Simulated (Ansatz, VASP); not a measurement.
**One calculation of MgO, two programs**

Contents of INCAR:

```
PREC     = Accurate       # precision mode
ENCUT    = 520            # plane-wave cutoff, eV
EDIFF    = 1E-6           # SCF threshold, eV
ISMEAR   = -1             # smearing method
SIGMA    = 0.02           # smearing width, eV
LREAL    = False          # projectors in reciprocal space
LASPH    = True           # aspherical terms in the spheres
NELM     = 100            # most SCF steps
ALGO     = Fast           # electronic algorithm
ISIF     = 2              # what is computed and relaxed
LWAVE    = False          # write WAVECAR
LCHARG   = True           # write CHGCAR
GGA      = PE             # functional
LELF     = True           # ELF
LVHAR    = True         
NBANDS   = 11             # bands
```

KPOINTS

```
regular mesh
0
Gamma
  10 10 10
```

POSCAR

```
MgO
1.0
   -0.0970527184      2.2787433767      2.2787433767
    2.2787433767     -0.0970527184      2.2787433767
    2.2787433767      2.2787433767     -0.0970527184
Mg O
1 1
Direct
   -0.0035986036     -0.0035986036     -0.0035986036
    0.2535986036      0.2535986036      0.2535986036
```

Input for Ansatz:

```yaml
crystal:
  lattice:
    - [-0.0970527184, 2.2787433767, 2.2787433767]
    - [2.2787433767, -0.0970527184, 2.2787433767]
    - [2.2787433767, 2.2787433767, -0.0970527184]
  atoms:
    - { symbol: Mg, position: [-0.0035986036, -0.0035986036, -0.0035986036] }
    - { symbol: O, position: [0.2535986036, 0.2535986036, 0.2535986036] }
kpoints:
  mp_grid: { grid: [10, 10, 10] }
  band_path:
    path:
      - [0.0, 0.0, 0.0]
      - [-0.5, -0.5, 0.0]
      - [-0.375, -0.375, 0.25]
      - [-0.375, 0.0, 0.375]
      - [0.0, 0.0, 0.5]
      - [-0.5, -0.25, 0.25]
    npoints: 1
hamiltonian:
  xc: pbe
scf:
  occupations: { method: fermi_dirac, width: 0.02 }
  n_extra_bands: 4
output:
  forces: true
  stress: true
  eigenvalues: true
```

Change from the starting cell: epitaxial_111 strain +4.1%.

Alike in both runs: task single point; functional PBE; k mesh 10 × 10 × 10; occupations fermi-dirac, width 0.02 eV; no spin polarisation.

|  | VASP | Ansatz |
| --- | --- | --- |
| version | VASP 6.6.1 | Ansatz 0.2.0 |
| potentials or method | VASP PAW PBE potentials, release 64 (Mg, O) | plane waves, PAW |
| plane-wave cutoff (eV) | 520 | 420 |
| valence electrons in the cell | 8 | 16 |

|  | VASP | Ansatz | Ansatz less VASP |
| --- | --- | --- | --- |
| gap on the k mesh at the Fermi level (eV) | 3.09 | 3.11 | +0.019 |
| pressure (GPa) | -3.3 | -2.9 | +0.34 |
| largest component of the traceless stress (GPa) | 3.18 | 3.14 | -0.045 |
| rms of the force components (eV/Å) | 0.017 | 0.017 | -0.0007 |

Atom by atom the forces differ by 0.001 eV/Å (rms over components). The functional is the same, so the differences come from potentials, cutoffs and numerics. The two sets of potentials don't hold the same shells in valence.
